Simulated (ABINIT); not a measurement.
# AlN (P6_3mc) in ABINIT: notebook

The runs below take AlN through single point, with r2SCAN, PBE.

All numbers are computed with ABINIT 10.8.3 (patched build); they aren't measurements. Logs are shortened: lines on timing, memory, paths and dates and some standing lists are left out, and cuts for length are marked. The log counts tension as positive stress, the text compression.

**The experiment to reproduce.**

“Structural and optical properties of self-assembled AlN nanowires grown on SiO2/Si substrates by molecular beam epitaxy”, 2024, arxiv:2402.00216 quotes, for a bulk crystal of AlN at 0 K: band gap 6.0343 eV (an exciton energy, a little under the gap).

The results are compared with them further down.

**1. Starting point**

It takes space group P6_3mc (No. 186, hexagonal). The conventional cell has a = 3.113 Å, b = 3.113 Å, c = 4.981 Å, α = 90.00°, β = 90.00°, γ = 120.00°. Al (site symmetry 3m) has 4 N at 1.89 Å as nearest neighbours. Around N (site symmetry 3m) lie 4 Al at 1.89 Å.

**2. Single point, r2SCAN**

File run.abi:

```
# Pseudopotentials
pp_dirpath "./"
pseudos "Al.GGA_PBE-JTH.xml, N.GGA_PBE-JTH.xml"

# Structure
acell 3*1.0
rprim
     5.8827174260     0.0000000000     0.0000000000
    -2.9413587130     5.0945827342     0.0000000000
     0.0000000000     0.0000000000     9.4127258268
ntypat 2
znucl 13 7
natom 4
typat 1 1 2 2
xcart
     2.9413587133     1.6981942446     4.7063629134
    -0.0000000003     3.3963884896     0.0000000000
     2.9413587133     1.6981942446     8.2831987275
    -0.0000000003     3.3963884896     3.5768358142

# Plane-wave basis
ecut 30.0
pawecutdg 52.0

# k points
kptopt 1
ngkpt 6 6 4
nshiftk 1
shiftk 0.0 0.0 0.0

# Exchange and correlation
ixc -497498
usekden 1
pawxcdev 0

# Bands and occupations
nband 12
occopt 3
tsmear 0.00183747

# SCF cycle
nstep 100
tolvrs 1.0e-7

# Output
iomode 3
prtwf 0
prtden 0
prteig 0
prtebands 0
enunit 1
```

Potentials or basis: JTH PAW PBE v2.0.

Command:

```sh
$ abinit run.abi > log 2>&1
```

run.abo:

```text
.Version 10.8.3 of ABINIT
 Symmetries : space group P6_3 m c (#186); Bravais hP (primitive hexag.)
================================================================================
 Values of the parameters that define the memory need of the present run
     intxc =       0    ionmov =       0      iscf =      17    lmnmax =       8
     lnmax =       4     mgfft =      48  mpssoang =       2    mqgrid =    3056
     natom =       4  nloc_mem =       2    nspden =       1   nspinor =       1
    nsppol =       1      nsym =      12    n1xccc =       1    ntypat =       2
    occopt =       3   xclevel =       2
       mpw =        2244          nfft =       43200          nkpt =          21
 PAW method is used; the additional fine FFT grid is defined by:
   mgfftf=        64    nfftf =    102400
================================================================================
================================================================================

--------------------------------------------------------------------------------
------------- Echo of variables that govern the present computation ------------
--------------------------------------------------------------------------------
 -outvars: echo values of preprocessed input variables --------
            acell      1.0000000000E+00  1.0000000000E+00  1.0000000000E+00 Bohr
              amu      2.69815390E+01  1.40067400E+01
             ecut      3.00000000E+01 Hartree
           enunit           1
              ixc     -497498
         kptrlatt        6    0    0      0    6    0      0    0    4
          kptrlen      3.52963046E+01
            natom           4
            nband          12
            ngfft          30      30      48
          ngfftdg          40      40      64
             nkpt          21
            nstep         100
             nsym          12
           ntypat           2
           occopt           3
        pawecutdg      5.20000000E+01 Hartree
         pawxcdev           0
           prtden           0
        prtebands           0
           prteig           0
          prtkden           1
            prtwf           0
            rprim      5.8827174260E+00  0.0000000000E+00  0.0000000000E+00
                      -2.9413587130E+00  5.0945827342E+00  0.0000000000E+00
                       0.0000000000E+00  0.0000000000E+00  9.4127258268E+00
          spgroup         186
           tolvrs      1.00000000E-07
           tsmear      1.83747000E-03 Hartree
            typat      1  1  2  2
          usekden           1
           useylm           1
           xangst      1.5564999990E+00  8.9864569339E-01  2.4904999983E+00
                      -3.6404751701E-16  1.7972913868E+00  0.0000000000E+00
                       1.5564999990E+00  8.9864569339E-01  4.3832799970E+00
                      -3.6404751701E-16  1.7972913868E+00  1.8927799987E+00
            xcart      2.9413587130E+00  1.6981942447E+00  4.7063629134E+00
                      -6.8795010396E-16  3.3963884895E+00  0.0000000000E+00
                       2.9413587130E+00  1.6981942447E+00  8.2831987276E+00
                      -6.8795010396E-16  3.3963884895E+00  3.5768358141E+00
             xred      6.6666666667E-01  3.3333333333E-01  5.0000000000E-01
                       3.3333333333E-01  6.6666666667E-01  0.0000000000E+00
                       6.6666666667E-01  3.3333333333E-01  8.8000000000E-01
                       3.3333333333E-01  6.6666666667E-01  3.8000000000E-01
            znucl       13.00000    7.00000

================================================================================

 chkinp: Checking input parameters for consistency.

================================================================================
== DATASET  1 ==================================================================

--- !DatasetInfo
iteration_state: {dtset: 1, }
dimensions: {natom: 4, nkpt: 21, mband: 12, nsppol: 1, nspinor: 1, nspden: 1, mpw: 2244, }
cutoff_energies: {ecut:  30.0, pawecutdg:  52.0, }
electrons: {nelect:   1.60000000E+01, charge:   0.00000000E+00, occopt:   3.00000000E+00, tsmear:   1.83747000E-03, }
meta: {optdriver: 0, ionmov: 0, optcell: 0, iscf: 17, paral_kgb: 0, }
...

 Real(R)+Recip(G) space primitive vectors, cartesian coordinates (Bohr,Bohr^-1):
 R(1)=  5.8827174  0.0000000  0.0000000  G(1)=  0.1699895  0.0981435  0.0000000
 R(2)= -2.9413587  5.0945827  0.0000000  G(2)=  0.0000000  0.1962869  0.0000000
 R(3)=  0.0000000  0.0000000  9.4127258  G(3)=  0.0000000  0.0000000  0.1062392
 Unit cell volume ucvol=  2.8209930E+02 bohr^3
 Angles (23,13,12)=  9.00000000E+01  9.00000000E+01  1.20000000E+02 degrees

 Coarse grid specifications (used for wave-functions):

 getcut: wavevector=  0.0000  0.0000  0.0000  ngfft=  30  30  48
         ecut(hartree)=     30.000   => boxcut(ratio)=   2.06824

 Fine grid specifications (used for densities):

 getcut: wavevector=  0.0000  0.0000  0.0000  ngfft=  40  40  64
[... 78 lines left out ...]
- [  6.6667E-01,   3.3333E-01,   8.8000E-01,  N]
- [  3.3333E-01,   6.6667E-01,   3.8000E-01,  N]
cartesian_forces: # hartree/bohr
- [  2.92941649E-27,  -1.35303952E-26,  -2.91507241E-03, ]
- [  2.92941649E-27,  -1.01477964E-26,  -2.91507241E-03, ]
- [  1.46470824E-27,  -1.09934461E-26,   2.91507241E-03, ]
- [ -7.32354122E-27,   3.46716377E-26,   2.91507241E-03, ]
force_length_stats: {min:   2.91507241E-03, max:   2.91507241E-03, mean:   2.91507241E-03, }
...

 Integrated electronic density in atomic spheres:
 ------------------------------------------------
 Atom  Sphere_radius  Integrated_density
    1        1.90363          0.88414499
    2        1.90363          0.88414499
    3        1.20497          2.63131405
    4        1.20497          2.63131405

================================================================================

 ----iterations are completed or convergence reached----

 Mean square residual over all n,k,spin=   42.995E-09; max=  55.191E-07
 reduced coordinates (array xred) for    4 atoms
       0.666666666667      0.333333333333      0.500000000000
       0.333333333333      0.666666666667      0.000000000000
       0.666666666667      0.333333333333      0.879999999996
       0.333333333333      0.666666666667      0.379999999996
 rms dE/dt=  1.6082E-02; max dE/dt=  2.2639E-02; dE/dt below (all hartree)
    1       0.000000000000      0.000000000000      0.022639100892
    2       0.000000000000     -0.000000000000      0.022639100892
    3       0.000000000000     -0.000000000000     -0.032238453770
    4       0.000000000000     -0.000000000000     -0.032238453770

 cartesian coordinates (angstrom) at end:
    1      1.55649999895463     0.89864569338986     2.49049999832074
    2     -0.00000000000000     1.79729138677972     0.00000000000000
    3      1.55649999895463     0.89864569338986     4.38327999702652
    4     -0.00000000000000     1.79729138677972     1.89277999870577

 cartesian forces (hartree/bohr) at end:
    1      0.00000000000000    -0.00000000000000    -0.00291507240688
    2      0.00000000000000    -0.00000000000000    -0.00291507240688
    3      0.00000000000000    -0.00000000000000     0.00291507240688
    4     -0.00000000000000     0.00000000000000     0.00291507240688
 frms,max,avg= 1.6830178E-03 2.9150724E-03   0.000E+00  0.000E+00  5.099E-04 h/b

 cartesian forces (eV/Angstrom) at end:
    1      0.00000000000000    -0.00000000000000    -0.14989905010679
    2      0.00000000000000    -0.00000000000000    -0.14989905010679
    3      0.00000000000000    -0.00000000000000     0.14989905010679
    4     -0.00000000000000     0.00000000000000     0.14989905010679
 frms,max,avg= 8.6544257E-02 1.4989905E-01   0.000E+00  0.000E+00  2.622E-02 e/A
 length scales=  1.000000000000  1.000000000000  1.000000000000 bohr
              =  0.529177210544  0.529177210544  0.529177210544 angstroms
 Fermi (or HOMO) energy (eV) =   8.84005   Average Vxc (eV)= -11.05458
 Eigenvalues (   eV  ) for nkpt=  21  k points:
 kpt#   1, nband= 12, wtk=  0.00694, kpt=  0.0000  0.0000  0.0000 (reduced coord)
  -9.02010   -6.88516    0.87199    6.10444    6.10444    6.79047    6.79047    6.97962
  11.78001   14.39202   18.52099   18.95612
 prteigrs : prtvol=0 or 1, do not print more k-points.

--- !EnergyTerms
iteration_state     : {dtset: 1, }
comment             : Components of total free energy in Hartree
kinetic             :  1.40287183495977E+01
hartree             :  5.79457425180204E+00
xc                  : -7.57266324702161E+00
Ewald energy        : -2.17432241418271E+01
psp_core            : -6.33913334297269E-02
local_psp           : -1.83053780788843E+01
PAW spherical_terms :  7.13687063029542E+00
internal            : -2.07244935694675E+01
'-kT*entropy'       :  1.25327346604707E-15
total_energy        : -2.07244935694675E+01
total_energy_eV     : -5.63942199271130E+02
...

--- !EnergyTermsDC
iteration_state     : {dtset: 1, }
comment             : '"Double-counting" decomposition of free energy'
band_energy         :  8.75188841868541E-01
Ewald energy        : -2.17432241418271E+01
psp_core            : -6.33913334297269E-02
xc_dc               : -4.21060217059198E+00
PAW spherical_terms :  4.41756566731102E+00
internal            : -2.07244631366692E+01
'-kT*entropy'       :  1.25327346604707E-15
total_energy_dc     : -2.07244631366692E+01
total_energy_dc_eV  : -5.63941371152501E+02
...

--- !EnergyTermsWithPAWCore
iteration_state     : {dtset: 1, }
comment             : 'Components of total free energy, including PAW core contributions'
Total energy        : -5.95678556510499E+02
Total energy DC     : -5.95678526077700E+02
Total energy (eV)   : -1.62092392796556E+04
Total energy DC (eV): -1.62092384515370E+04
...

 Cartesian components of stress tensor (hartree/bohr^3)
  sigma(1 1)= -6.42564608E-05  sigma(3 2)=  0.00000000E+00
  sigma(2 2)= -6.42564608E-05  sigma(3 1)=  0.00000000E+00
  sigma(3 3)= -1.27288203E-04  sigma(2 1)=  0.00000000E+00

-Cartesian components of stress tensor (GPa)         [Pressure=  2.5086E+00 GPa]
- sigma(1 1)= -1.89049035E+00  sigma(3 2)=  0.00000000E+00
- sigma(2 2)= -1.89049035E+00  sigma(3 1)=  0.00000000E+00
- sigma(3 3)= -3.74494822E+00  sigma(2 1)=  0.00000000E+00

== END DATASET(S) ==============================================================
================================================================================

 -outvars: echo values of variables after computation  --------
            acell      1.0000000000E+00  1.0000000000E+00  1.0000000000E+00 Bohr
           etotal     -2.0724463137E+01
            fcart      2.9294164891E-27 -1.3530395188E-26 -2.9150724069E-03
                       2.9294164891E-27 -1.0147796391E-26 -2.9150724069E-03
                       1.4647082445E-27 -1.0993446090E-26  2.9150724069E-03
                      -7.3235412226E-27  3.4671637670E-26  2.9150724069E-03
            rprim      5.8827174260E+00  0.0000000000E+00  0.0000000000E+00
                      -2.9413587130E+00  5.0945827342E+00  0.0000000000E+00
                       0.0000000000E+00  0.0000000000E+00  9.4127258268E+00
           strten     -6.4256460805E-05 -6.4256460805E-05 -1.2728820281E-04
                       0.0000000000E+00  0.0000000000E+00  0.0000000000E+00
           xangst      1.5564999990E+00  8.9864569339E-01  2.4904999983E+00
                      -3.6404751701E-16  1.7972913868E+00  0.0000000000E+00
                       1.5564999990E+00  8.9864569339E-01  4.3832799970E+00
                      -3.6404751701E-16  1.7972913868E+00  1.8927799987E+00
             xred      6.6666666667E-01  3.3333333333E-01  5.0000000000E-01
                       3.3333333333E-01  6.6666666667E-01  0.0000000000E+00
                       6.6666666667E-01  3.3333333333E-01  8.8000000000E-01
                       3.3333333333E-01  6.6666666667E-01  3.8000000000E-01
 Calculation completed.
```

Wall time 54 s (1 thread of Arm Neoverse V1, shared host); peak memory 0.15 GiB.

What came out:

```yaml
Free_energy: -563.9414 eV
Pressure: 2.5 GPa
Largest_force: 0.150 eV/Å
Band_gap_on_the_k_mesh: 4.80 eV, direct
Valence_electrons_inside_the_program's_atomic_spheres: Al 0.88; N 2.63
```

Forces in eV/Å, atoms in the order of the input:
```
Al   0.000  0.000 -0.150
Al   0.000  0.000 -0.150
N    0.000  0.000  0.150
N    0.000  0.000  0.150
```

Caveat: totals of a meta-GGA on PAW files have another zero than those of a GGA; the PAW data sets were made with another functional, which shifts forces and pressure a little.

**3. Single point, PBE**

File run.abi:

```
pp_dirpath "./"
pseudos "Al.GGA_PBE-JTH.xml, N.GGA_PBE-JTH.xml"

acell 3.113 3.113 4.981 Angstrom
rprim
     1.0000000000     0.0000000000     0.0000000000
    -0.5000000000     0.8660254038     0.0000000000
     0.0000000000     0.0000000000     1.0000000000
ntypat 2
znucl 13 7
natom 4
typat 1 1 2 2
xred
     0.6666666667     0.3333333333     0.5000000000
     0.3333333333     0.6666666667     0.0000000000
     0.6666666667     0.3333333333     0.8800000000
     0.3333333333     0.6666666667     0.3800000000

ecut 25.0
pawecutdg 47.0

kptopt 1
ngkpt 13 13 8
nshiftk 1
shiftk 0.0 0.0 0.0

ixc 11

nband 12
occopt 3
tsmear 0.00183747

nstep 100
tolvrs 1.0e-9

iomode 3
prtwf 0
prteig 0
prtebands 0
enunit 2
prtden 1
prtvha 1
prtvclmb 1
prtpot 1
```

Potentials or basis: JTH PAW PBE v2.0.

Command:

```sh
$ abinit run.abi > log 2>&1
```

It took 73 s on 1 thread of Arm Neoverse V1, shared host; peak memory 0.16 GiB.

The run converged. Its results:

```yaml
Free_energy: -665.8890 eV
Largest_force: 0.131 eV/Å
Band_gap_on_the_k_mesh: 4.20 eV, direct
Valence_electrons_inside_the_program's_atomic_spheres: Al 0.90; N 2.63
```

Forces on the atoms (eV/Å):
```
Al   0.000  0.000 -0.131
Al   0.000  0.000 -0.131
N    0.000  0.000  0.131
N    0.000  0.000  0.131
```

Levels at points of the mesh, in eV from the valence-band top:
| k point | band 4 | band 5 | band 6 | band 7 | band 8 | band 9 | band 10 | band 11 | band 12 |
| --- | --- | --- | --- | --- | --- | --- | --- | --- | --- |
| (0.00, 0.00, 0.00) | -0.83 | -0.83 | -0.18 | -0.18 | 0.00 | 4.20 | 6.64 | 10.60 | 11.14 |
| (0.00, 0.00, 0.50) | -3.32 | -0.52 | -0.52 | -0.52 | -0.52 | 6.45 | 6.45 | 10.33 | 10.33 |

Caveat: the cutoff is too short for stress, so the log's stress isn't used; an odd mesh through Γ misses points on the zone boundary, where band edges often lie.

**4. How close it comes**

Step 2. A measured gap of AlN is 6.0343 eV (an exciton energy, a little under the gap; 0 K; quoted in “Structural and optical properties of self-assembled AlN nanowires grown on SiO2/Si substrates by molecular beam epitaxy”, 2024, arxiv:2402.00216); the calculated 4.80 eV misses it by -1.23 eV. 2 values of this kind are on record (6.034 to 6.0343 eV); this one was drawn at random. The value is that of r2SCAN, without temperature or zero-point motion.

Step 3. The gap isn't set beside the deposited one, since this odd mesh misses points on the zone boundary.
